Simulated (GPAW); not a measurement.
# Sn (I4/mmm) in GPAW: convergence with density grid spacing (A)

Aim: find how far density grid spacing (A) must go before the results for Sn settle, at PBEsol. This setting moves, with any that are tied to it; all else stays.

Program: GPAW 26.7.0. These are calculated values, not measurements. Logs are shortened: lines on timing, memory, paths and dates and some standing lists are left out, and cuts for length are marked. The log counts tension as positive stress, the text compression.

## 1. The crystal as given

It takes space group I4/mmm (No. 139, tetragonal). The conventional cell has a = 4.058 Å, b = 4.058 Å, c = 3.322 Å, α = 90.00°, β = 90.00°, γ = 90.00°. Around Sn (site symmetry 4/mmm) lie 10 Sn at 3.32 Å.

This isn't the form of Sn at room conditions, which is tetragonal (white tin).

## 2. With density grid spacing (A) 0.24

run.py reads:

```python
from ase.dft.bandgap import bandgap
from ase.io import read, write
from ase.units import GPa
from gpaw import GPAW, PW, setup_paths

setup_paths.insert(0, '.')

atoms = read('POSCAR')

calc = GPAW(mode=PW(600),
            h=0.24,
            xc='PBEsol',
            kpts={'size': (8, 8, 8), 'gamma': True},
            occupations={'name': 'fermi-dirac', 'width': 0.05},
            nbands=14,
            convergence={'density': 1e-05, 'energy': 1e-05},
            maxiter=100,
            txt='gpaw.txt')
atoms.calc = calc
energy = atoms.get_potential_energy()
forces = atoms.get_forces()
stress = atoms.get_stress()
calc.write('gs.gpw')
write('result.traj', atoms)
print(f'Energy: {energy:.6f} eV')
print('Forces (eV/A):')
print(forces.round(4))
print('Stress (GPa):', (stress / GPa).round(3))
print('Fermi level:', round(calc.get_fermi_level(), 4), 'eV')
print(f'Gap: {bandgap(calc)[0]:.4f} eV, direct: {bandgap(calc, direct=True)[0]:.4f} eV')
```

POSCAR reads:

```
Sn
1.0
   -2.0291894110      2.0291894110      1.6607599896
    2.0291894110     -2.0291894110      1.6607599896
    2.0291894110      2.0291894110     -1.6607599896
Sn
1
Direct
    0.0000000000      0.0000000000      0.0000000000
```

Potentials or basis: PAW data sets generated in the run's folder for this functional, pw.

Run with:

```
gpaw-setup -f PBEsol Sn
OMP_NUM_THREADS=1 python run.py
```

Run time: 7.9 s. Hardware: 1 thread of Arm Neoverse V2, shared host; peak memory 0.14 GiB.

Results:

- Free energy: -4.4544 eV
- Pressure: -2.2 GPa
- Band gap on the k mesh: none (metal or under the smearing width)

## 3. With density grid spacing (A) 0.2

run.py, as its differences from that of step 2:

```diff
@@ -10,3 +10,3 @@
 calc = GPAW(mode=PW(600),
-            h=0.24,
+            h=0.2,
             xc='PBEsol',
```

POSCAR is that of step 2.

Potentials or basis: PAW data sets generated in the run's folder for this functional, pw.

Run with:

```
gpaw-setup -f PBEsol Sn
OMP_NUM_THREADS=1 python run.py
```

Run time: 12 s. Hardware: 1 thread of Arm Neoverse V2, shared host; peak memory 0.14 GiB.

What came out:

```
Free energy            : -4.4530 eV
Pressure               : -2.2 GPa
Band gap on the k mesh : none (metal or under the smearing width)
```

## 4. With density grid spacing (A) 0.17

run.py, as its differences from that of step 3:

```diff
@@ -10,3 +10,3 @@
 calc = GPAW(mode=PW(600),
-            h=0.2,
+            h=0.17,
             xc='PBEsol',
```

POSCAR is that of step 3.

Run with:

```
gpaw-setup -f PBEsol Sn
OMP_NUM_THREADS=1 python run.py
```

Run time: 10 s. Hardware: 1 thread of Arm Neoverse V2, shared host; peak memory 0.14 GiB.

What came out:

| Quantity | Value |
| --- | --- |
| Free energy | -4.4529 eV |
| Pressure | -2.2 GPa |
| Band gap on the k mesh | none (metal or under the smearing width) |

## 5. With density grid spacing (A) 0.15

run.py, as its differences from that of step 4:

```diff
@@ -10,3 +10,3 @@
 calc = GPAW(mode=PW(600),
-            h=0.17,
+            h=0.15,
             xc='PBEsol',
```

POSCAR is that of step 4.

Run with:

```
gpaw-setup -f PBEsol Sn
OMP_NUM_THREADS=1 python run.py
```

It took 18 s on 1 thread of Arm Neoverse V2, shared host; peak memory 0.15 GiB.

The run converged. Its results:

- Free energy: -4.4528 eV
- Pressure: -2.2 GPa
- Band gap on the k mesh: none (metal or under the smearing width)

## 6. With density grid spacing (A) 0.13

run.py, as its differences from that of step 5:

```diff
@@ -10,3 +10,3 @@
 calc = GPAW(mode=PW(600),
-            h=0.15,
+            h=0.13,
             xc='PBEsol',
```

POSCAR is that of step 5.

Potentials or basis: PAW data sets generated in the run's folder for this functional, pw.

Run with:

```
gpaw-setup -f PBEsol Sn
OMP_NUM_THREADS=1 python run.py
```

It took 24 s on 1 thread of Arm Neoverse V2, shared host; peak memory 0.16 GiB.

It converged, with:

```yaml
Free_energy: -4.4528 eV
Pressure: -2.2 GPa
Band_gap_on_the_k_mesh: none (metal or under the smearing width)
```

## 7. With density grid spacing (A) 0.11

run.py, as its differences from that of step 6:

```diff
@@ -10,3 +10,3 @@
 calc = GPAW(mode=PW(600),
-            h=0.13,
+            h=0.11,
             xc='PBEsol',
```

POSCAR is that of step 6.

Run with:

```
gpaw-setup -f PBEsol Sn
OMP_NUM_THREADS=1 python run.py
```

Wall time 26 s (1 thread of Arm Neoverse V2, shared host); peak memory 0.18 GiB.

It converged, with:

```yaml
Free_energy: -4.4528 eV
Pressure: -2.2 GPa
Band_gap_on_the_k_mesh: none (metal or under the smearing width)
```

## 8. With density grid spacing (A) 0.09

run.py, as its differences from that of step 7:

```diff
@@ -10,3 +10,3 @@
 calc = GPAW(mode=PW(600),
-            h=0.11,
+            h=0.09,
             xc='PBEsol',
```

POSCAR is that of step 7.

Potentials or basis: PAW data sets generated in the run's folder for this functional, pw.

Run with:

```
gpaw-setup -f PBEsol Sn
OMP_NUM_THREADS=1 python run.py
```

gpaw.txt:

```text
__  _  _
 | _ |_)|_||  |
 |__||  | ||/\| - 26.7.0

Input parameters:
  mode=PW(ecut=600.0),
  convergence={'density': 1e-05, 'energy': 1e-05},
  h=0.09,
  kpts=MonkhorstPack(size=(8, 8, 8), gamma=True),
  maxiter=100,
  nbands=14,
  occupations=Occupations(name='fermi-dirac', width=0.05),
  xc=XC(name='PBEsol')

Diagonalizing LCAO Hamiltonian
Converting LCAO to pw mode

       Sn

Atoms  # Å, Bohr magnetons
|   | symbol |        x |        y |        z |    initial magnetic moments |
|---|--------|----------|----------|----------|-----------------------------|
| 0 |     Sn | 0.000000 | 0.000000 | 0.000000 | ( 0.0000,  0.0000,  0.0000) |

Unit cell  # Å
| periodic |         x |         y |         z |  lengths |     angles |
|----------|-----------|-----------|-----------|----------|------------|
|      yes | -2.029189 |  2.029189 |  1.660760 | 3.315621 | 104.530205 |
|      yes |  2.029189 | -2.029189 |  1.660760 | 3.315621 | 104.530205 |
|      yes |  2.029189 |  2.029189 | -1.660760 | 3.315621 | 119.882259 |

Number of symmetries: 16
Symmetry operations  # r_c * U_cc + t_c -> r_c
|    | kind |            matrix            |
|----|------|------------------------------|
|  0 |  σ   |  1, 1, 1,  0, 0,-1,  0,-1, 0 |
|  1 |  C4  |  1, 1, 1,  0, 0,-1, -1, 0, 0 |
|  2 |  E   |  1, 0, 0,  0, 1, 0,  0, 0, 1 |
|  3 |  σ   |  1, 0, 0,  0, 1, 0, -1,-1,-1 |
|  4 |  σ   |  0, 1, 0,  1, 0, 0,  0, 0, 1 |
|  5 |  C2  |  0, 1, 0,  1, 0, 0, -1,-1,-1 |
|  6 |  C2  |  0, 0, 1, -1,-1,-1,  1, 0, 0 |
|  7 |  S4  |  0, 0, 1, -1,-1,-1,  0, 1, 0 |
|  8 |  C4  |  0, 0,-1,  1, 1, 1,  0,-1, 0 |
|  9 |  σ   |  0, 0,-1,  1, 1, 1, -1, 0, 0 |
| 10 |  σ   |  0,-1, 0, -1, 0, 0,  1, 1, 1 |
| 11 |  C2  |  0,-1, 0, -1, 0, 0,  0, 0,-1 |
| 12 |  C2  | -1, 0, 0,  0,-1, 0,  1, 1, 1 |
| 13 |  i   | -1, 0, 0,  0,-1, 0,  0, 0,-1 |
| 14 |  S4  | -1,-1,-1,  0, 0, 1,  1, 0, 0 |
| 15 |  C2  | -1,-1,-1,  0, 0, 1,  0, 1, 0 |

BZ-sampling:
  Number of BZ points: 512
  Number of IBZ points: 59

  Monkhorst-Pack size: [8, 8, 8]
  Monkhorst-Pack shift: [0.0625, 0.0625, 0.0625]

K-points  # in reciprocal-cell coordinates
|     |                                coordinates |     weight |
|-----|--------------------------------------------|------------|
|   0 | (  0.00000000,   0.00000000,   0.00000000) | 0.00195312 |
|   1 | (  0.12500000,  -0.12500000,   0.00000000) | 0.00781250 |
|   2 | (  0.12500000,  -0.12500000,   0.12500000) | 0.00781250 |
|   3 | (  0.12500000,   0.00000000,   0.00000000) | 0.01562500 |
|   4 | (  0.12500000,   0.12500000,  -0.12500000) | 0.00390625 |
|   5 | (  0.25000000,  -0.25000000,   0.00000000) | 0.00781250 |
|   6 | (  0.25000000,  -0.25000000,   0.12500000) | 0.01562500 |
|   7 | (  0.25000000,  -0.25000000,   0.25000000) | 0.00781250 |
|   8 | (  0.25000000,  -0.12500000,   0.00000000) | 0.03125000 |
|   9 | (  0.25000000,  -0.12500000,   0.12500000) | 0.01562500 |
| ... |                                            |            |
|  58 | (  0.50000000,   0.50000000,   0.50000000) | 0.00195312 |

Plane wave coefficients: 935
Cutoff: 600.0 eV

Spin-components: 1 (collinear spins)
Bands:           14
Projectors:      6
Spin-degeneracy: 2
Datatype:        complex128

Parallelization:
  kpt:    1
  domain: 1
  band:   1

Density:
  Valence electrons: 14.0
  Components: 1
  Grid points: [40 40 40]
  Charge: 0.0  # |e|

Potential:
  Grid points: [40 40 40]

species:
  Sn:
    name:    Tin
    Z:       50.0
    valence: 14
    core:    36
    charge:  0.0  # [|e|]
    compensation charges:
      type: gauss
      rc: 0.38  # [Å]
      lmax: 2
    cutoffs:
      filter: 2.23  # [Å]
      core: 2.35  # [Å]
    projectors
    | kind |    occ | energy [eV] | rcut [Å] |
    |------|--------|-------------|----------|
    |   5s |  2.000 |     -10.584 |    1.201 |
    |   5p |  2.000 |      -3.711 |    1.270 |
    |   4d | 10.000 |     -25.798 |    1.185 |
    |    s |        |      16.628 |    1.201 |
    |    p |        |      23.501 |    1.270 |
    |    d |        |       1.413 |    1.185 |

    Using partial waves for Sn as LCAO basis

Reference energy: -167935.903346  # eV

eigensolver:
  PPCG
  Converge bands: occupied
  niter=2

density mixing:
  MSR1-Mixer
  Pratt-step length: 0.05
  Maximum mixing coefficient: 0.75
  Old densities: 10
  SVD Regularization: 0.005
  Good broyden scale: 1.0
  Trust region scale: 1.0
  Backstep threshold: 4.0
  History deletion threshold: 6.0
  Fourier metric: weight=20.0, sigma=0.015

occupation numbers:
  Fermi-Dirac:
    width: 0.0500  # eV

poisson solver:
  ecut: 4800.0  # eV

xc functional:
  name: PBEsol with 2 nearest neighbor stencil

convergence criteria:
- Maximum integral of absolute [dens]ity change: 1e-05 electrons / valence electron
- Maximum [total energy] change in last 3 cyles: 1e-05 eV / valence electron
- Maximum integral of absolute [eigenst]ate change: 4e-08 eV^2 / valence electron
maximum number of iterations: 100

SCF iterations
|iter     | |      energy | eigst |  dens |
|---------|-|-------------|-------|-------|
|iter:   1| |   -4.464620 | -0.13 |       |
|iter:   2| |   -4.463581 | -2.68 | -1.74 |
|iter:   3| |   -4.450416 | -2.89 | -1.77 |
|iter:   4| |   -4.450402 | -3.88 | -2.33 |
|iter:   5| |   -4.450467c| -5.04 | -2.96 |
|iter:   6| |   -4.450472c| -6.33 | -3.81 |
|iter:   7| |   -4.450472c| -7.52c| -4.54 |
|iter:   8| |   -4.450472c| -8.02c| -5.16c|

Converged in 8 steps
Energy contributions relative to reference atoms: (reference = -167935.903346)

Energy contributions:
  Kinetic:           3.037552
  Coulomb:          -3.101823
  Zero:             -0.006026
  External:          0.000000
  Xc:               -4.377911
  Entropy:          -0.004525
  Spinorbit:         0.000000
  ----------------------------
  Free energy:      -4.452735
  Extrapolated:     -4.450472

dipole moment: (-6.885632, -6.885632, -5.635444)  # |e|*Ang

Fermi level: 7.037
Eigenvalues  # (at kpt = [0.000, 0.000, 0.000])
| band index |      eig [eV] | occ [0-2] |
|------------|---------------|-----------|
|          0 |       -14.487 |     2.000 |
|          1 |       -14.407 |     2.000 |
|          2 |       -14.407 |     2.000 |
|          3 |       -14.403 |     2.000 |
|          4 |       -14.294 |     2.000 |
|          5 |        -4.067 |     2.000 |
|          6 |        13.712 |     0.000 |
|          7 |        13.712 |     0.000 |
|          8 |        16.264 |     0.000 |
|          9 |        17.222 |     0.000 |
|         10 |        18.335 |     0.000 |
|         11 |        19.612 |     0.000 |
|         12 |        19.612 |     0.000 |
|         13 |        21.542 |     0.000 |

No gap
No difference between direct/indirect transitions

Forces  # eV/Ang
|       x |       y |       z |
|---------|---------|---------|
| 0.00000 | 0.00000 | 0.00000 |  # Sn   0

Stress tensor  # eV/Ang^3
|         x |        y |         z |
|-----------|----------|-----------|
|  0.012482 | 0.000000 | -0.000000 |
|  0.000000 | 0.012482 |  0.000000 |
| -0.000000 | 0.000000 |  0.015936 |

# Writing to gs.gpw (mode='')
```

Run time: 62 s. Hardware: 1 thread of Arm Neoverse V2, shared host; peak memory 0.23 GiB.

What came out:

```yaml
Free_energy: -4.4527 eV
Pressure: -2.2 GPa
Band_gap_on_the_k_mesh: none (metal or under the smearing width)
```

## 9. The series at a glance

```tsv
density grid spacing (A)	energy less the tightest run, at zero smearing (meV/atom)	SCF cycles	CPU time (s)	peak memory (GiB)
0.24	-1.62	8	7.9	0.14
0.2	-0.28	8	12	0.14
0.17	-0.19	8	10	0.14
0.15	-0.08	8	18	0.15
0.13	-0.05	8	24	0.16
0.11	-0.02	8	26	0.18
0.09	0.00	8	62	0.23
```

Against the tightest run, the energy stays within 1 meV/atom from 0.2 on. The tightest run that finished is the yardstick and may itself not be fully converged.
